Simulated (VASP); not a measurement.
# CsI (Pm-3m) in VASP: notebook

One crystal, CsI, is run at these levels: PBE, HSE06; tasks: single point, relaxation of cell and atoms.

Program: VASP 6.6.1. These are calculated values, not measurements. Logs are shortened: lines on timing, memory, paths and dates and some standing lists are left out, and cuts for length are marked.

## 1. The crystal as given

It takes space group Pm-3m (No. 221, cubic). Conventional cell: a = 4.666 Å, b = 4.666 Å, c = 4.666 Å, α = 90.00°, β = 90.00°, γ = 90.00°. Around Cs (site symmetry m-3m) lie 8 I at 4.04 Å. I (site symmetry m-3m) is surrounded by 8 Cs at 4.04 Å.

The cell was built by a generator and needn't be a form met in nature.

## 2. Single point, PBE

File INCAR:

```
ALGO     = Normal         # electronic algorithm
EDIFF    = 1E-6           # SCF threshold, eV
ENCUT    = 520            # plane-wave cutoff, eV
GGA      = PE             # functional
ISIF     = 2              # what is computed and relaxed
ISMEAR   = -1             # smearing method
LASPH    = True           # aspherical terms in the spheres
LCHARG   = False          # write CHGCAR
LREAL    = False          # projectors in reciprocal space
LWAVE    = False          # write WAVECAR
NBANDS   = 15             # bands
NELM     = 100            # most SCF steps
PREC     = Accurate       # precision mode
SIGMA    = 0.02           # smearing width, eV
```

File KPOINTS:

```
k-points
0
Gamma
  6 6 6
```

File POSCAR:

```
CsI
1.0
    4.6655042448      0.0000000000      0.0000000000
    0.0000000000      4.6655042448      0.0000000000
    0.0000000000      0.0000000000      4.6655042448
Cs I
1 1
Direct
    0.0000000000      0.0000000000      0.0000000000
    0.5000000000      0.5000000000      0.5000000000
```

Potentials or basis: VASP PAW PBE potentials, release 64 (Cs_sv, I).

Started as:

```console
$ cat potpaw_PBE.64/Cs_sv/POTCAR potpaw_PBE.64/I/POTCAR > POTCAR
$ mpirun -np 1 vasp_std > vasp.out
```

OUTCAR:

```text
EDIFF = 1E-6
   ENCUT = 520
   GGA = PE
   ISIF = 2
   ISMEAR = -1
   LASPH = True
   LREAL = False
   NELM = 100
   PREC = Accurate

 ion  position               nearest neighbor table
   1  0.000  0.000  0.000-
   2  0.500  0.500  0.500-

  LATTYP: Found a simple cubic cell.
 ALAT       =     4.6655042448

  Lattice vectors:

 A1 = (   4.6655042448,   0.0000000000,   0.0000000000)
 A2 = (   0.0000000000,   4.6655042448,   0.0000000000)
 A3 = (   0.0000000000,   0.0000000000,   4.6655042448)

Analysis of symmetry for initial positions (statically):
=====================================================================
 Subroutine PRICEL returns:
 Original cell was already a primitive cell.

 Routine SETGRP: Setting up the symmetry group for a
 simple cubic supercell.

 Subroutine GETGRP returns: Found 48 space group operations
 (whereof 48 operations were pure point group operations)
 out of a pool of 48 trial point group operations.

The static configuration has the point symmetry O_h .

Analysis of symmetry for dynamics (positions and initial velocities):
=====================================================================
 Subroutine PRICEL returns:
 Original cell was already a primitive cell.

 Routine SETGRP: Setting up the symmetry group for a
 simple cubic supercell.

 Subroutine GETGRP returns: Found 48 space group operations
 (whereof 48 operations were pure point group operations)
 out of a pool of 48 trial point group operations.

The dynamic configuration has the point symmetry O_h .

 Subroutine INISYM returns: Found 48 space group operations
 (whereof 48 operations are pure point group operations),
 and found     1 'primitive' translations

----------------------------------------------------------------------------------------

                                     Primitive cell

  volume of cell :     101.5537

  direct lattice vectors                    reciprocal lattice vectors
     4.665504245  0.000000000  0.000000000     0.214339104  0.000000000  0.000000000
     0.000000000  4.665504245  0.000000000     0.000000000  0.214339104  0.000000000
     0.000000000  0.000000000  4.665504245     0.000000000  0.000000000  0.214339104

  length of vectors
     4.665504245  4.665504245  4.665504245     0.214339104  0.214339104  0.214339104

  position of ions in fractional coordinates (direct lattice)
     0.000000000  0.000000000  0.000000000
     0.500000000  0.500000000  0.500000000

  ion indices of the primitive-cell ions
   primitive index   ion index
                 1           1
                 2           2

----------------------------------------------------------------------------------------

 KPOINTS: k-points

Automatic generation of k-mesh.
 Grid dimensions read from file:
 generate k-points for:    6    6    6

 Generating k-lattice:

  Cartesian coordinates                     Fractional coordinates (reciprocal lattice)
     0.035723184  0.000000000  0.000000000     0.166666667  0.000000000  0.000000000
     0.000000000  0.035723184  0.000000000     0.000000000  0.166666667  0.000000000
     0.000000000  0.000000000  0.035723184     0.000000000  0.000000000  0.166666667

  Length of vectors
     0.035723184  0.035723184  0.035723184

  Shift w.r.t. Gamma in fractional coordinates (k-lattice)
     0.000000000  0.000000000  0.000000000

 Subroutine IBZKPT returns following result:
 ===========================================

 Found     20 irreducible k-points:

 Following reciprocal coordinates:
            Coordinates               Weight
  0.000000  0.000000  0.000000      1.000000
  0.166667  0.000000  0.000000      6.000000
  0.333333  0.000000  0.000000      6.000000
  0.500000  0.000000  0.000000      3.000000
  0.166667  0.166667  0.000000     12.000000
  0.333333  0.166667  0.000000     24.000000
[... 12 lines left out ...]
  0.500000  0.500000  0.333333      6.000000
  0.500000  0.500000  0.500000      1.000000
   k-points           NKPTS =     20   k-points in BZ     NKDIM =     20   number of bands    NBANDS=     15
   number of dos      NEDOS =    301   number of ions     NIONS =      2
   total plane-waves  NPLWV =  46656
   dimension x,y,z NGX =    36 NGY =   36 NGZ =   36
   dimension x,y,z NGXF=    72 NGYF=   72 NGZF=   72
   ions per type =               1   1
   NGX,Y,Z   is equivalent  to a cutoff of  12.83, 12.83, 12.83 a.u.
   NGXF,Y,Z  is equivalent  to a cutoff of  25.66, 25.66, 25.66 a.u.
 SYSTEM =  unknown system
   PREC   = accura    normal or accurate (medium, high low for compatibility)
   ISTART =      0    job   : 0-new  1-cont  2-samecut
   ICHARG =      2    charge: 1-file 2-atom 10-const
   ISPIN  =      1    spin polarized calculation?
   LNONCOLLINEAR =      F non collinear calculations
   LSORBIT =      F    spin-orbit coupling
   LASPH  =      T    aspherical Exc in radial PAW
   ENCUT  =  520.0 eV  38.22 Ry    6.18 a.u.   8.67  8.67  8.67*2*pi/ulx,y,z
   NELM   =    100;   NELMIN=  2; NELMDL= -5     # of ELM steps
   EDIFF  = 0.1E-05   stopping-criterion for ELM
   LREAL  =      F    real-space projection
   EDIFFG = 0.1E-04   stopping-criterion for IOM
   NSW    =      0    number of steps for IOM
   IBRION =     -1    ionic relax: 0-MD 1-quasi-New 2-CG
   NFREE  =      0    steps in history (QN), initial steepest desc. (CG)
   ISIF   =      2    stress and relaxation
   ISYM   =      2    0-nonsym 1-usesym 2-fastsym
   POTIM  = 0.5000    time-step for ionic-motion
   TEBEG  =    0.0;   TEEND  =   0.0 temperature during run
   PSTRESS=    0.0 pullay stress
   NELECT =      16.0000    total number of electrons
   NUPDOWN=      -1.0000    fix difference up-down
   EMIN   =  10.00;   EMAX   =-10.00  energy-range for DOS
   EFERMI =   0.00;   METHOD = LEGACY
   ISMEAR =    -1;   SIGMA  =   0.02  broadening in eV -4-tet -1-fermi 0-gaus
   EFERMI_NEDOS =   21; number of points for ismear=-14 and -15
   IALGO  =     38    algorithm
   IMIX   =      4    mixing-type and parameters
     AMIX     =   0.40;   BMIX     =  1.00
     AMIX_MAG =   1.60;   BMIX_MAG =  1.00
  volume/ion in A,a.u.               =      50.78       342.66
  Fermi-wavevector in a.u.,A,eV,Ry     =   0.884198  1.670892 10.637120  0.781806
  Thomas-Fermi vector in A             =   2.005066
   LORBIT       =      0    0 simple, 1 ext, 2 COOP (PROOUT), +10 PAW based schemes
   GGA     = PE    functional components
   LHFCALC =     F    Hartree Fock is set to
   AEXX    =    0.0000 exact exchange contribution
   IVDW    =     0    specifies the selected vdW correction
   LEPSILON=     F    determine dielectric tensor
   LRPA    =     F    only Hartree local field effects (RPA)
 non-spin polarized calculation
  energy-cutoff  :      520.00
  volume of cell :      101.55
 maximum number of plane-waves:      2800
 NGX is ok and might be reduce to    36
   NGX = 17   NGY = 17   NGZ = 17

 number of electron      15.9999999 magnetization

 Free energy of the ion-electron system (eV)
  ---------------------------------------------------
  ext. energy  EPLUGINS =         0.00000000
  ---------------------------------------------------
  free energy    TOTEN  =        -5.44283176 eV

  energy without entropy =       -5.44283176  energy(sigma->0) =       -5.44283176

 E-fermi :   0.9431     XC(G=0):  -7.4971

 val. band max:        0.4468592519   @ k =   0.5000   0.5000   0.0000
 cond. band min:       4.1239538494   @ k =   0.0000   0.0000   0.0000
 fundamental gap:      3.6770945974
 Fermi energy:         0.9430871155

 k-point     1 :       0.0000    0.0000    0.0000
  band No.  band energies     occupation
      1     -20.0312      2.00000
      2     -10.1162      2.00000
      3      -6.7393      2.00000
      4      -6.7393      2.00000
      5      -6.7393      2.00000
      6       0.3505      2.00000
      7       0.3505      2.00000
      8       0.3505      2.00000
      9       4.1240      0.00000
     10       4.7151      0.00000
     11       4.7151      0.00000
     12       8.0666      0.00000
     13       8.0666      0.00000
     14       8.0666      0.00000
     15      10.4394      0.00000

 k-point     2 :       0.1667    0.0000    0.0000
  band No.  band energies     occupation
      1     -20.0266      2.00000
      2     -10.1159      2.00000
      3      -6.7755      2.00000
      4      -6.7273      2.00000
      5      -6.7273      2.00000
      6      -0.0669      2.00000
      7       0.3229      2.00000
      8       0.3229      2.00000
      9       4.6764      0.00000
     10       4.8720      0.00000
     11       5.2491      0.00000
     12       7.9899      0.00000
     13       7.9899      0.00000
     14       8.1823      0.00000
     15       9.3498      0.00000

 k-point     3 :       0.3333    0.0000    0.0000
  band No.  band energies     occupation
      1     -20.0175      2.00000
      2     -10.1168      2.00000
      3      -6.8394      2.00000
      4      -6.7029      2.00000
      5      -6.7029      2.00000
      6      -0.7020      2.00000
      7       0.2658      2.00000
      8       0.2658      2.00000
      9       5.3002      0.00000
     10       5.8043      0.00000
     11       6.3972      0.00000
     12       7.9832      0.00000
     13       8.0002      0.00000
     14       8.0002      0.00000
     15       8.4666      0.00000
[... 271 lines left out ...]
 k-point    19 :       0.5000    0.5000    0.3333
  band No.  band energies     occupation
      1     -19.9842      2.00000
      2      -9.9091      2.00000
      3      -6.9709      2.00000
      4      -6.9709      2.00000
      5      -6.8797      2.00000
      6      -0.6263      2.00000
      7      -0.6263      2.00000
      8      -0.4738      2.00000
      9       6.4038      0.00000
     10       6.9903      0.00000
     11       6.9903      0.00000
     12       7.3217      0.00000
     13       8.6510      0.00000
     14       8.6510      0.00000
     15       9.9219      0.00000

 k-point    20 :       0.5000    0.5000    0.5000
  band No.  band energies     occupation
      1     -19.9803      2.00000
      2      -9.8873      2.00000
      3      -6.9494      2.00000
      4      -6.9494      2.00000
      5      -6.9494      2.00000
      6      -0.7114      2.00000
      7      -0.7114      2.00000
      8      -0.7114      2.00000
      9       7.4221      0.00000
     10       7.4221      0.00000
     11       7.4221      0.00000
     12       8.0153      0.00000
     13       8.0153      0.00000
     14       8.0153      0.00000
     15       9.9110      0.00000

------------------------ aborting loop because EDIFF is reached ----------------------------------------

  FORCE on cell =-STRESS in cart. coord.  units (eV):
  Direction    XX          YY          ZZ          XY          YZ          ZX
  --------------------------------------------------------------------------------------
  -------------------------------------------------------------------------------------
  Total        0.0194545      0.0194545      0.0194545      0.0000000     -0.0000000     -0.0000000
  in kB        0.3069266      0.3069266      0.3069266      0.0000000     -0.0000000     -0.0000000
  external PRESSURE =       0.3069266 kB  Pullay stress =       0.0000000 kB

 VOLUME and BASIS-vectors are now :
 -----------------------------------------------------------------------------
  energy-cutoff  :      520.00
  volume of cell :      101.55
      direct lattice vectors                 reciprocal lattice vectors
     4.665504245  0.000000000  0.000000000     0.214339104  0.000000000  0.000000000
     0.000000000  4.665504245  0.000000000     0.000000000  0.214339104  0.000000000
     0.000000000  0.000000000  4.665504245     0.000000000  0.000000000  0.214339104

 POSITION                                       TOTAL-FORCE (eV/Angst)
 -----------------------------------------------------------------------------------
      0.00000      0.00000      0.00000         0.000000      0.000000      0.000000
      2.33275      2.33275      2.33275         0.000000      0.000000      0.000000
 -----------------------------------------------------------------------------------
    total drift:                               -0.000000      0.000000      0.000000

  FREE ENERGIE OF THE ION-ELECTRON SYSTEM (eV)
  ---------------------------------------------------
  free  energy   TOTEN  =        -5.4428317649 eV

  energy  without entropy=       -5.4428317649  energy(sigma->0) =       -5.44283176
```

Wall time 28 s (1 thread of Intel Xeon Platinum 8488C (Sapphire Rapids), shared host); peak memory 0.21 GiB.

Results:

```yaml
Free_energy: -5.4428 eV
Pressure: 0.0 GPa
Band_gap_on_the_k_mesh: 3.68 eV, indirect (least direct gap 3.77 eV)
```

Caveat: spin-orbit coupling is left out, which moves the levels of the heavy elements. Expect the measured gap to be larger: semilocal functionals such as PBE lack the derivative discontinuity.

## 3. Relaxation of cell and atoms, PBE

This run uses another cell than the first one, of 54.53 Å³/atom, 1.074 times its volume.

File INCAR:

```
SYSTEM = CsI
  PREC = Accurate
  ENCUT = 600
  EDIFF = 1E-6
  ISMEAR = -1
  SIGMA = 0.02
  LREAL = .False.
  LASPH = .True.
  NELM = 100
  ALGO = Fast
  ISIF = 3
  LWAVE = .False.
  LCHARG = .False.
  GGA = PE
  IBRION = 2
  NSW = 80
  EDIFFG = -0.005
```

File KPOINTS:

```
regular mesh
0
Gamma
  6 6 6
  0 0 0
```

File POSCAR:

```
CsI
1.0
    4.7778286664      0.0000000000      0.0000000000
    0.0000000000      4.7778286664      0.0000000000
    0.0000000000      0.0000000000      4.7778286664
Cs I
1 1
Direct
    0.0000000000      0.0000000000      0.0000000000
    0.5000000000      0.5000000000      0.5000000000
```

Potentials or basis: VASP PAW PBE potentials, release 64 (Cs_sv, I).

Started as:

```console
$ cat potpaw_PBE.64/Cs_sv/POTCAR potpaw_PBE.64/I/POTCAR > POTCAR
$ mpirun -np 1 vasp_std > vasp.out
```

It took 86 s on 1 thread of Intel Xeon Platinum 8488C (Sapphire Rapids), shared host; peak memory 0.26 GiB.

The run converged. Its results:

```
Free energy                            : -5.4431 eV
Relaxed volume                         : 50.96 Å³/atom
Relaxed cell                           : a = 4.671 Å, b = 4.671 Å, c = 4.671 Å, α = 90.00°, β = 90.00°, γ = 90.00°
Space group after relaxing (to 0.05 Å) : Pm-3m (No. 221)
Energy gained by relaxing              : 6.8 meV/atom
Ionic steps                            : 3
Pressure after relaxing                : 0.0 GPa
Band gap on the k mesh                 : 3.67 eV, indirect (least direct gap 3.76 eV)
```

The path:
```csv
step,energy change (eV),largest force (eV/Å),pressure (GPa),volume (Å³)
1,0.0000,0.0000,-0.56,109.07
2,-0.0087,0.0000,-0.36,106.06
3,-0.0135,0.0000,0.00,101.92
```

Final structure:
```
Cs I
1.0
     4.67118    0.00000    0.00000
     0.00000    4.67118    0.00000
     0.00000    0.00000    4.67118
Cs I
1 1
Direct
  0.00000 0.00000 0.00000
  0.50000 0.50000 0.50000
```

Levels at points of the mesh, in eV from the valence-band top:
| k point | band 6 | band 7 | band 8 | band 9 | band 10 | band 11 |
| --- | --- | --- | --- | --- | --- | --- |
| (0.00, 0.00, 0.00) | -0.10 | -0.10 | -0.10 | 3.67 | 4.27 | 4.27 |
| (0.50, 0.00, 0.00) | -1.40 | -0.21 | -0.21 | 5.21 | 6.21 | 6.43 |
| (0.50, 0.50, 0.00) | -0.81 | -0.81 | 0.00 | 4.25 | 4.89 | 6.08 |
| (0.50, 0.50, 0.50) | -1.15 | -1.15 | -1.15 | 6.96 | 6.96 | 6.96 |

Caveat: spin-orbit coupling is left out, which moves the levels of the heavy elements. A k mesh can miss the band edges.

## 4. Single point, HSE06

This run uses another cell than the first one, of 49.85 Å³/atom, 0.982 times its volume.

File POSCAR:

```
CsI
1.0
    4.6368702437      0.0000000000      0.0000000000
    0.0000000000      4.6368702437      0.0000000000
    0.0000000000      0.0000000000      4.6368702437
Cs I
1 1
Direct
    0.0000000000      0.0000000000      0.0000000000
    0.5000000000      0.5000000000      0.5000000000
```

File INCAR.step1:

```
PREC = Accurate ; ENCUT = 520
EDIFF = 1E-5 ; ISMEAR = -1
SIGMA = 0.02 ; LREAL = False
LASPH = True ; NELM = 100
ALGO = Normal ; ISIF = 2
LWAVE = True ; LCHARG = False
NBANDS = 15 ; GGA = PE
```

File INCAR.step2:

```
PREC = Accurate ; ENCUT = 520
EDIFF = 1E-6 ; ISMEAR = -1
SIGMA = 0.02 ; LREAL = False
LASPH = True ; NELM = 100
ALGO = Normal ; ISIF = 2
LWAVE = False ; LCHARG = False
GGA = PE ; LHFCALC = True
HFSCREEN = 0.2079 ; PRECFOCK = Normal
NBANDS = 15 ; ISTART = 1
```

File KPOINTS:

```
Automatic mesh
0
Gamma
  4 4 4
```

Started as:

```console
$ cat potpaw_PBE.64/Cs_sv/POTCAR potpaw_PBE.64/I/POTCAR > POTCAR
$ cp INCAR.step1 INCAR
$ mpirun -np 1 vasp_std > vasp.out
$ cp INCAR.step2 INCAR
$ mpirun -np 1 vasp_std > vasp.out
```

Wall time 9.5 min (1 thread of Intel Xeon Platinum 8488C (Sapphire Rapids), shared host); peak memory 0.32 GiB.

It converged, with:

```yaml
Free_energy: -6.3091 eV
Pressure: 0.0 GPa
Band_gap_on_the_k_mesh: 4.71 eV, indirect (least direct gap 4.82 eV)
```

Levels at points of the mesh, in eV from the valence-band top:
| k point | band 4 | band 5 | band 6 | band 7 | band 8 | band 9 | band 10 | band 11 | band 12 | band 13 |
| --- | --- | --- | --- | --- | --- | --- | --- | --- | --- | --- |
| (0.00, 0.00, 0.00) | -7.61 | -7.61 | -0.10 | -0.10 | -0.10 | 4.71 | 5.21 | 5.21 | 8.87 | 8.87 |
| (0.50, 0.00, 0.00) | -7.55 | -7.55 | -1.53 | -0.22 | -0.22 | 6.27 | 7.31 | 7.63 | 7.84 | 8.97 |
| (0.50, 0.50, 0.00) | -7.94 | -7.51 | -0.89 | -0.89 | 0.00 | 5.22 | 5.92 | 7.17 | 7.17 | 10.58 |
| (0.50, 0.50, 0.50) | -7.83 | -7.83 | -1.27 | -1.27 | -1.27 | 8.05 | 8.05 | 8.05 | 8.86 | 8.86 |

Caveat: the PAW data sets were made with another functional, which shifts forces and pressure a little; spin-orbit coupling is left out, which moves the levels of the heavy elements. A k mesh can miss the band edges.

## 5. Summary

| task | level | cell | k mesh | cutoff (eV) | exchange at q = 0 | grid for exact exchange (PRECFOCK) | screening parameter | gap on the mesh (eV) | pressure (GPa) |
| --- | --- | --- | --- | --- | --- | --- | --- | --- | --- |
| single point | PBE | Pm-3m, 50.78 Å³/atom | 6 × 6 × 6 | 520 | - | - | - | 3.68 | 0.0 |
| relaxation of cell and atoms | PBE | relaxed | 6 × 6 × 6 | 600 | - | - | - | 3.67 | 0.0 |
| single point | HSE06 | Pm-3m, 49.85 Å³/atom | 4 × 4 × 4 | 520 | truncated | Normal | 0.2079 1/A | 4.71 | 0.0 |

Alike in all rows: potentials or basis VASP PAW PBE potentials, release 64 (Cs_sv, I); no spin polarisation; smearing fermi-dirac 0.02 eV.

Caveats: spin-orbit coupling is left out, which moves the levels of the heavy elements; the PAW data sets were made with another functional, which shifts forces and pressure a little (some runs).

Absolute energies hang on the potentials; compare differences alone.
